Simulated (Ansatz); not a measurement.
HfO2:

```
CELL_PARAMETERS angstrom
0.00000 2.55750 2.55750
2.55750 0.00000 2.55750
2.55750 2.55750 0.00000
ATOMIC_POSITIONS crystal
Hf 0.00000 0.00000 0.00000
O 0.75000 0.75000 0.75000
O 0.25000 0.25000 0.25000
```

Measurements of this composition are mostly on another form, of space group No. 14.

Below is the output of Ansatz 0.2.0 for this cell. Logs are shortened: lines on timing, memory, paths and dates and some standing lists are left out, and cuts for length are marked.

```text
Warning: RAYON_NUM_THREADS=2 ignored (pool sized by the plan → 2); use --threads N
Engine: ansatz 0.2.0, x86_64-unknown-linux-gnu
Pseudopotentials: kind: paw
Pseudopotential: Hf, paw, valence charge 26, recommended cutoff 420 eV (normal), Hf.paw.azcp
Pseudopotential: O, paw, valence charge 6, recommended cutoff 420 eV (normal), O.paw.azcp
Functional definition: PBE
  parameter kappa = 0.804
  parameter beta = 0.06672455060314922
  exchange = pbe_x(kappa = kappa, mu = beta*pi^2/3)
  correlation = pbe_c(beta = beta)
Crystal: 3 atoms, lattice volume = 33.456 Å³
Basis set: ecut = 420 eV, 645 PW (Γ), exchange–correlation on 50×50×50 points (8 copies of the dense FFT grid, shifted against one another)
Bands: 23, of which v1, the nominal top of the filled ones, is band 19 counted from 1 (18 counted from 0)
Symmetry: 48 space group operations
Space group: Fm-3m (ITA 225), of the structure as read, at distance tolerance 3.2e-5 Å
k-points: 35 of 729
Non-local potential: Hf, projectors of the file, l = 0: 3, l = 1: 2, l = 2: 2, l = 3: 3
Non-local potential: O, projectors of the file, l = 0: 2, l = 1: 2, l = 2: 1
PAW form: soft (Blöchl's): semilocal exchange-correlation on the pseudo side does not see the compensation charge
PAW one-centre angular grid: Hf, 590 points (default); XC on 64 Gauss nodes
PAW one-centre angular grid: O, 110 points (default); XC on 64 Gauss nodes
Initial density: superposition of atomic densities (neutral atoms: chi_scale 0, normalization atom), corrected by the library's trained network
Initial wavefunctions: pseudopotential atomic-orbital guess
Functional: x = pbe(κ = 0.804, μ = 0.2195149727645171), c = pbe(β = 0.06672455060314922)
SCF iter   1: F=—  HF=-16861.406440 eV  |F-HF|=—  |Δ(HF+E_count)|=         —  Δρ=2.41e-3  dr2=1.40e-3  ethr=1.77e-3  ⟨swp⟩=4.9  Hψ=2975  notcnv=0
preconditioner: auto → none  [insulator: Δε(μ)=3.846 eV  Ē_g=18.148 eV  σ=0.025 eV  W_gap=1.00  n_scr=14 (ndim 8)  ℏωp=38.5 eV  f_vac=0.066  D(μ)=0.00/eV (n_scr^D=0)  ε∞_Penn≈5.5]
SCF iter   2: F=—  HF=-16861.407366 eV  |F-HF|=—  |Δ(HF+E_count)|=   9.26e-4  Δρ=1.83e-3  dr2=8.15e-4  ethr=3.69e-6  ⟨swp⟩=2.0  Hψ=1807  notcnv=0
SCF iter   3: F=—  HF=-16861.407255 eV  |F-HF|=—  |Δ(HF+E_count)|=   1.11e-4  Δρ=6.76e-4  dr2=5.71e-5  ethr=2.15e-6  ⟨swp⟩=2.0  Hψ=1150  notcnv=0
SCF iter   4: F=—  HF=-16861.407536 eV  |F-HF|=—  |Δ(HF+E_count)|=   2.81e-4  Δρ=1.22e-4  dr2=4.19e-6  ethr=1.50e-7  ⟨swp⟩=2.0  Hψ=1466  notcnv=0
SCF iter   5: F=—  HF=-16861.407535 eV  |F-HF|=—  |Δ(HF+E_count)|=   7.51e-7  Δρ=5.51e-5  dr2=6.62e-7  ethr=1.10e-8  ⟨swp⟩=2.1  Hψ=1065  notcnv=0
SCF iter   6: F=-16861.407535 eV  HF=-16861.407535 eV  |F-HF|=5.81e-8  |Δ(HF+E_count)|=   8.81e-8  Δρ=1.06e-5  dr2=1.77e-8  ethr=2.63e-10  ⟨swp⟩=6.4  Hψ=5757  notcnv=0
SCF 1 converged in 6 iterations: F = -16861.407535 eV  dr2 = 1.77e-8
  greatest PAW one-centre occupation: 0.999 electrons in one spin orbital (limit 2), on the Hf atom at site 0 (counted from 0), in its partial waves of l = 3
SCF converged after 6 iterations
Free energy (F): -16861.407535 eV
Harris-Foulkes:  -16861.407535 eV  (|F-HF|=5.81e-8)
Internal energy: -16861.407535 eV  (E = F + TS)
E sigma→0 (E₀):  -16861.407535 eV
Fermi energy:    17.388235 eV
--- Per-component energies (eV) ---
  E_band       = 31.844422
  E_kinetic    = 769.824951
  E_local      = -5811.763024  (includes V_loc(G=0)·N_el)
  E_nonlocal   = -1147.593453
  E_hartree    = 2659.728597
  E_xc         = -447.325032
  E_vxc        = -454.250748  (∫ρ·V_xc dr)
  E_paw        = -7242.177371  (= ΣΔE_a)
  E_vpaw       = 1356.169598  (= ΣTr[D̂ρ^β])
  E_aug_tail   = 0.004955  (compensation charges beyond the density's cutoff)
  E_ewald      = -5642.107159
  E_smearing   = -0.000000  (= −TS)
  E_closure    = 0.000000  (closes the sum)
  Σ components = -16861.407535   (vs F -16861.407535, Δ=0.00e0)
--- Forces (eV/Å), atoms counted from 1 ---
  atom   1  Hf    -0.00000000     0.00000000    -0.00000000
  atom   2  O      0.00000000     0.00000000     0.00000000
  atom   3  O      0.00000000    -0.00000000    -0.00000000
  max |Σ_I F_I| component: 4.05e-18 eV/Å
--- Stress (GPa, compression-positive) ---
       -2.460562       0.000000      -0.000000
        0.000000      -2.460562       0.000000
       -0.000000      -0.000000      -2.460562
  P = ⅓ Tr σ = -2.4606 GPa (-24.606 kbar)
--- Band table (eV; the first three rows and the last of 35) ---
  k-point 0: bands = ["-45.6331", "-14.1576", "-14.1576", "-14.1576", "-3.0841", "-0.3481", "4.4653", "4.4653", "4.4653", "4.5266", "4.5266", "4.5266", "4.7216", "10.2960", "10.2960", "10.2960", "14.9189", "14.9189", "14.9189", "19.3478", "19.3478", "21.1024", "25.6339"]
  k-point 1: bands = ["-45.6316", "-14.2062", "-14.1629", "-14.1629", "-2.9297", "-0.4558", "4.4677", "4.4677", "4.4682", "4.5226", "4.5226", "4.5268", "4.6878", "10.4145", "10.4145", "10.6230", "14.5469", "14.6957", "14.6957", "19.5702", "19.5702", "21.6028", "25.0888"]
  k-point 2: bands = ["-45.6281", "-14.3258", "-14.1764", "-14.1764", "-2.5413", "-0.6999", "4.4729", "4.4729", "4.4774", "4.5136", "4.5136", "4.5270", "4.6207", "10.7197", "10.7197", "11.4235", "13.7588", "14.2435", "14.2435", "19.9582", "19.9582", "22.3556", "24.4231"]
  k-point 34: bands = ["-45.6172", "-14.4512", "-14.3914", "-14.2644", "-1.2629", "-1.2585", "4.4883", "4.4925", "4.4944", "4.4982", "4.5013", "4.5139", "4.5202", "10.2871", "10.7191", "12.7314", "13.1428", "14.1976", "15.1792", "20.1642", "20.5662", "22.3757", "22.5567"]
```

Q: What input gives this log?

A: Single point with PBE, no spin polarisation. The files as run (others can give the same):

input.yaml
```yaml
crystal:
  lattice:
    - [0.0, 2.5575, 2.5575]
    - [2.5575, 0.0, 2.5575]
    - [2.5575, 2.5575, 0.0]
  atoms:
    - { symbol: Hf, position: [0.0, 0.0, 0.0] }
    - { symbol: O, position: [0.75, 0.75, 0.75] }
    - { symbol: O, position: [0.25, 0.25, 0.25] }
hamiltonian:
  xc: pbe
  pseudopotentials: { kind: paw }
kpoints:
  mp_grid: { grid: [9, 9, 9] }
scf:
  occupations: { method: gaussian, width: 0.025 }
output:
  forces: true
  stress: true
  eigenvalues: true
  write_density: true
  write_potential: true
  elf: true
  volumetric_format: npy
```

Potentials or basis: Ansatz PAW.
The run is started by
```console
$ ansatz run input.yaml --threads 2 --pin off --max-ram 5632MiB --backend cpu --events-out ev --progress --plain --runs-dir out
```

Caveat: odd divisions of the mesh miss points on the zone boundary, where band edges often lie, so the gap on the mesh can be too wide; the pressure holds a Pulay correction of +0.9 GPa for the finite cutoff; spin-orbit coupling is left out, which moves the levels of the heavy elements.
